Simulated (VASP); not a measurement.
# AlAs in VASP: work function with PBEsol

Aim: the work function of AlAs with PBEsol.

All numbers are computed with VASP 6.6.1; they aren't measurements. Logs are shortened: lines on timing, memory, paths and dates and some standing lists are left out, and cuts for length are marked.

### 1 Starting point

The cell holds a slab with vacuum, 4 atoms: a = 5.661 Å, b = 4.003 Å, c = 18.001 Å, α = 90.00°, β = 90.00°, γ = 90.00°.

### 2 Work function, PBEsol

The input, INCAR:

```
ALGO = Normal
DIPOL = 0.5 0.5 0.500
EDIFF = 1E-6
ENCUT = 520
GGA = PS
IDIPOL = 3
ISIF = 2
ISMEAR = 0
KPAR = 8
LASPH = T
LCHARG = T
LDIPOL = T
LREAL = F
LVACPOTAV = T
LVHAR = T
LWAVE = F
NELM = 80
PREC = Accurate
SIGMA = 0.05
```

The input, KPOINTS:

```
k-points
0
Gamma
  4 6 1
```

The input, POSCAR:

```
AlAs                                    
1.0
    5.6608000000      0.0000000000      0.0000000000
    0.0000000000      4.0027900670      0.0000000000
    0.0000000000      0.0000000000     18.0013950330
  Al              As            
     2     2
Direct
     0.5416714059393588    0.5000000000000000    0.4871179236931857
     0.0416714059393587    0.0000000000000000    0.5128820763068141
     0.7083285940606412    0.0000000000000000    0.4306475880795552
     0.2083285940606413    0.5000000000000000    0.5693524119204446
```

Potentials or basis: VASP PAW PBE potentials, release 64 (Al, As).

The run is started by

```sh
cat potpaw_PBE.64/Al/POTCAR potpaw_PBE.64/As/POTCAR > POTCAR
mpirun -np 8 vasp_std > vasp.out
```

OUTCAR:

```text
EDIFF = 1E-6
   ENCUT = 520
   GGA = PS
   ISIF = 2
   ISMEAR = 0
   LASPH = T
   LREAL = F
   NELM = 80
   PREC = Accurate

 ion  position               nearest neighbor table
   1  0.542  0.500  0.487-   4 2.40   3 2.43   3 2.43
   2  0.042  0.000  0.513-   3 2.40   4 2.43   4 2.43
   3  0.708  0.000  0.431-   2 2.40   1 2.43   1 2.43
   4  0.208  0.500  0.569-   1 2.40   2 2.43   2 2.43

  LATTYP: Found a simple orthorhombic cell.
 ALAT       =     4.0027900670
 B/A-ratio  =     1.4142135624
 C/A-ratio  =     4.4972118776

  Lattice vectors:

 A1 = (   0.0000000000,  -4.0027900670,   0.0000000000)
 A2 = (   5.6608000000,   0.0000000000,   0.0000000000)
 A3 = (   0.0000000000,   0.0000000000,  18.0013950330)

Analysis of symmetry for initial positions (statically):
=====================================================================
 Subroutine PRICEL returns:
 Original cell was already a primitive cell.

 Routine SETGRP: Setting up the symmetry group for a
 simple orthorhombic supercell.

 Subroutine GETGRP returns: Found  4 space group operations
 (whereof  2 operations were pure point group operations)
 out of a pool of  8 trial point group operations.

The static configuration has the point symmetry C_1h.
 The point group associated with its full space group is C_2v.

Analysis of symmetry for dynamics (positions and initial velocities):
=====================================================================
 Subroutine PRICEL returns:
 Original cell was already a primitive cell.

 Routine SETGRP: Setting up the symmetry group for a
 simple orthorhombic supercell.

 Subroutine GETGRP returns: Found  4 space group operations
 (whereof  2 operations were pure point group operations)
 out of a pool of  8 trial point group operations.

The dynamic configuration has the point symmetry C_1h.
 The point group associated with its full space group is C_2v.

 Subroutine INISYM returns: Found  4 space group operations
 (whereof  2 operations are pure point group operations),
 and found     1 'primitive' translations

----------------------------------------------------------------------------------------

                                     Primitive cell

  volume of cell :     407.8935

  direct lattice vectors                    reciprocal lattice vectors
     5.660800000  0.000000000  0.000000000     0.176653477  0.000000000  0.000000000
     0.000000000  4.002790067  0.000000000     0.000000000  0.249825742  0.000000000
     0.000000000  0.000000000 18.001395033     0.000000000  0.000000000  0.055551250

  length of vectors
     5.660800000  4.002790067 18.001395033     0.176653477  0.249825742  0.055551250

  position of ions in fractional coordinates (direct lattice)
     0.541671406  0.500000000  0.487117924
     0.041671406  0.000000000  0.512882076
     0.708328594  0.000000000  0.430647588
     0.208328594  0.500000000  0.569352412

  ion indices of the primitive-cell ions
   primitive index   ion index
                 1           1
                 2           2
                 3           3
                 4           4

----------------------------------------------------------------------------------------

 KPOINTS: k-points

Automatic generation of k-mesh.
 Grid dimensions read from file:
 generate k-points for:    4    6    1

 Generating k-lattice:

  Cartesian coordinates                     Fractional coordinates (reciprocal lattice)
     0.044163369  0.000000000  0.000000000     0.250000000  0.000000000  0.000000000
     0.000000000  0.041637624  0.000000000     0.000000000  0.166666667  0.000000000
     0.000000000  0.000000000  0.055551250     0.000000000  0.000000000  1.000000000

  Length of vectors
     0.044163369  0.041637624  0.055551250

  Shift w.r.t. Gamma in fractional coordinates (k-lattice)
     0.000000000  0.000000000  0.000000000

 Subroutine IBZKPT returns following result:
 ===========================================

 Found     12 irreducible k-points:

 Following reciprocal coordinates:
            Coordinates               Weight
  0.000000  0.000000  0.000000      1.000000
  0.250000  0.000000  0.000000      2.000000
  0.500000  0.000000  0.000000      1.000000
  0.000000  0.166667  0.000000      2.000000
  0.250000  0.166667  0.000000      4.000000
  0.500000  0.166667  0.000000      2.000000
  0.000000  0.333333  0.000000      2.000000
  0.250000  0.333333  0.000000      4.000000
  0.500000  0.333333  0.000000      2.000000
  0.000000  0.500000  0.000000      1.000000
  0.250000  0.500000  0.000000      2.000000
  0.500000  0.500000  0.000000      1.000000
   k-points           NKPTS =     12   k-points in BZ     NKDIM =     12   number of bands    NBANDS=     12
   number of dos      NEDOS =    301   number of ions     NIONS =      4
   total plane-waves  NPLWV = 176400
   dimension x,y,z NGX =    42 NGY =   30 NGZ =  140
   dimension x,y,z NGXF=    84 NGYF=   60 NGZF=  280
   ions per type =               2   2
   NGX,Y,Z   is equivalent  to a cutoff of  12.33, 12.46, 12.93 a.u.
   NGXF,Y,Z  is equivalent  to a cutoff of  24.67, 24.92, 25.86 a.u.
 SYSTEM =  unknown system
   PREC   = accura    normal or accurate (medium, high low for compatibility)
   ISTART =      0    job   : 0-new  1-cont  2-samecut
   ICHARG =      2    charge: 1-file 2-atom 10-const
   ISPIN  =      1    spin polarized calculation?
   LNONCOLLINEAR =      F non collinear calculations
   LSORBIT =      F    spin-orbit coupling
   LASPH  =      T    aspherical Exc in radial PAW
   ENCUT  =  520.0 eV  38.22 Ry    6.18 a.u.  10.53  7.44 33.47*2*pi/ulx,y,z
   NELM   =     80;   NELMIN=  2; NELMDL= -5     # of ELM steps
   EDIFF  = 0.1E-05   stopping-criterion for ELM
   LREAL  =      F    real-space projection
   EDIFFG = 0.1E-04   stopping-criterion for IOM
   NSW    =      0    number of steps for IOM
   IBRION =     -1    ionic relax: 0-MD 1-quasi-New 2-CG
   NFREE  =      0    steps in history (QN), initial steepest desc. (CG)
   ISIF   =      2    stress and relaxation
   ISYM   =      2    0-nonsym 1-usesym 2-fastsym
   POTIM  = 0.5000    time-step for ionic-motion
   TEBEG  =    0.0;   TEEND  =   0.0 temperature during run
   PSTRESS=    0.0 pullay stress
   NELECT =      16.0000    total number of electrons
   NUPDOWN=      -1.0000    fix difference up-down
   EMIN   =  10.00;   EMAX   =-10.00  energy-range for DOS
   EFERMI =   0.00;   METHOD = LEGACY
   ISMEAR =     0;   SIGMA  =   0.05  broadening in eV -4-tet -1-fermi 0-gaus
   EFERMI_NEDOS =   21; number of points for ismear=-14 and -15
   IALGO  =     38    algorithm
   IMIX   =      4    mixing-type and parameters
     AMIX     =   0.40;   BMIX     =  1.00
     AMIX_MAG =   1.60;   BMIX_MAG =  1.00
  volume/ion in A,a.u.               =     101.97       688.15
  Fermi-wavevector in a.u.,A,eV,Ry     =   0.556245  1.051150  4.209754  0.309408
  Thomas-Fermi vector in A             =   1.590329
   LORBIT       =      0    0 simple, 1 ext, 2 COOP (PROOUT), +10 PAW based schemes
   GGA     = PS    functional components
   LHFCALC =     F    Hartree Fock is set to
   AEXX    =    0.0000 exact exchange contribution
   IVDW    =     0    specifies the selected vdW correction
   LEPSILON=     F    determine dielectric tensor
   LRPA    =     F    only Hartree local field effects (RPA)
 non-spin polarized calculation
 Gauss-broadening in eV      SIGMA  =   0.05
  energy-cutoff  :      520.00
  volume of cell :      407.89
 maximum number of plane-waves:     11054
   NGX = 21   NGY = 15   NGZ = 67

 dipolmoment           0.000000      0.000000     -0.000000 electrons x Angstroem

 number of electron      16.0000000 magnetization

 dipolmoment           0.000000      0.000000      0.000000 electrons x Angstroem

 Free energy of the ion-electron system (eV)
  ---------------------------------------------------
  ext. energy  EPLUGINS =         0.00000000
  ---------------------------------------------------
  free energy    TOTEN  =       -18.22581312 eV

  energy without entropy =      -18.22581312  energy(sigma->0) =      -18.22581312

 E-fermi :  -3.3035     XC(G=0):  -2.8016

 val. band max:       -3.5545753961   @ k =   0.0000   0.0000   0.0000
 cond. band min:      -1.7038522934   @ k =   0.0000   0.5000   0.0000
 fundamental gap:      1.8507231027
 Fermi energy:        -3.3034516825

 k-point     1 :       0.0000    0.0000    0.0000
  band No.  band energies     occupation
      1     -14.2225      2.00000
      2     -13.1209      2.00000
      3      -7.3040      2.00000
      4      -5.9623      2.00000
      5      -5.0576      2.00000
      6      -4.7538      2.00000
      7      -4.3528      2.00000
      8      -3.5546      2.00000
      9      -1.5024      0.00000
     10      -1.1516      0.00000
     11      -0.5798      0.00000
     12       1.2557      0.00000

 k-point     2 :       0.2500    0.0000    0.0000
  band No.  band energies     occupation
      1     -14.0765      2.00000
      2     -13.2969      2.00000
      3      -7.3995      2.00000
      4      -6.4815      2.00000
      5      -4.6024      2.00000
      6      -4.4411      2.00000
      7      -4.0675      2.00000
      8      -3.7582      2.00000
      9      -1.2791      0.00000
     10      -0.6630      0.00000
     11      -0.6260      0.00000
     12       0.8035      0.00000
[... 121 lines left out ...]
 k-point    11 :       0.2500    0.5000    0.0000
  band No.  band energies     occupation
      1     -13.0679      2.00000
      2     -13.0679      2.00000
      3      -8.1109      2.00000
      4      -8.1109      2.00000
      5      -5.2378      2.00000
      6      -5.2378      2.00000
      7      -4.2658      2.00000
      8      -4.2658      2.00000
      9      -1.0973      0.00000
     10      -1.0973      0.00000
     11       0.0741      0.00000
     12       0.0741      0.00000

 k-point    12 :       0.5000    0.5000    0.0000
  band No.  band energies     occupation
      1     -13.0384      2.00000
      2     -13.0384      2.00000
      3      -8.2728      2.00000
      4      -8.2728      2.00000
      5      -4.9527      2.00000
      6      -4.9527      2.00000
      7      -4.6645      2.00000
      8      -4.6645      2.00000
      9      -0.4088      0.00000
     10      -0.4088      0.00000
     11       0.3951      0.00000
     12       0.3951      0.00000

------------------------ aborting loop because EDIFF is reached ----------------------------------------

  FORCE on cell =-STRESS in cart. coord.  units (eV):
  Direction    XX          YY          ZZ          XY          YZ          ZX
  --------------------------------------------------------------------------------------
  -------------------------------------------------------------------------------------
  Total       -0.7047535     -1.8421696     -0.0036155      0.0000000      0.0000000      0.0000000
  in kB       -2.7682226     -7.2359140     -0.0142014      0.0000000      0.0000000      0.0000000
  external PRESSURE =      -3.3394460 kB  Pullay stress =       0.0000000 kB

 VOLUME and BASIS-vectors are now :
 -----------------------------------------------------------------------------
  energy-cutoff  :      520.00
  volume of cell :      407.89
      direct lattice vectors                 reciprocal lattice vectors
     5.660800000  0.000000000  0.000000000     0.176653477  0.000000000  0.000000000
     0.000000000  4.002790067  0.000000000     0.000000000  0.249825742  0.000000000
     0.000000000  0.000000000 18.001395033     0.000000000  0.000000000  0.055551250

 POSITION                                       TOTAL-FORCE (eV/Angst)
 -----------------------------------------------------------------------------------
      3.06629      2.00140      8.76880         0.003877      0.000000     -0.003434
      0.23589      0.00000      9.23259         0.003877      0.000000      0.003434
      4.00971      0.00000      7.75226        -0.003877      0.000000      0.001131
      1.17931      2.00140     10.24914        -0.003877      0.000000     -0.001131
 -----------------------------------------------------------------------------------
    total drift:                                0.000070      0.000000      0.000000

  FREE ENERGIE OF THE ION-ELECTRON SYSTEM (eV)
  ---------------------------------------------------
  free  energy   TOTEN  =       -18.2258131240 eV

  energy  without entropy=      -18.2258131240  energy(sigma->0) =      -18.22581312

 vacuum level on the upper side and lower side of the slab         2.077         2.077
```

Run time: 26 s. Hardware: 8 MPI ranks of Intel Xeon 6975P-C (Granite Rapids), shared host; peak memory 0.49 GiB.

What came out:

```yaml
Free_energy: -18.2258 eV
Largest_force: 0.005 eV/Å
Band_gap_on_the_k_mesh: 1.85 eV, indirect (least direct gap 2.05 eV)
Ionisation_potential_of_the_upper_face: 5.63 eV
```

Forces on the atoms (eV/Å):
```
Al   0.004  0.000 -0.003
Al   0.004  0.000  0.003
As  -0.004  0.000  0.001
As  -0.004  0.000 -0.001
```

Caveat: the PAW data sets were made with another functional, which shifts forces and pressure a little.
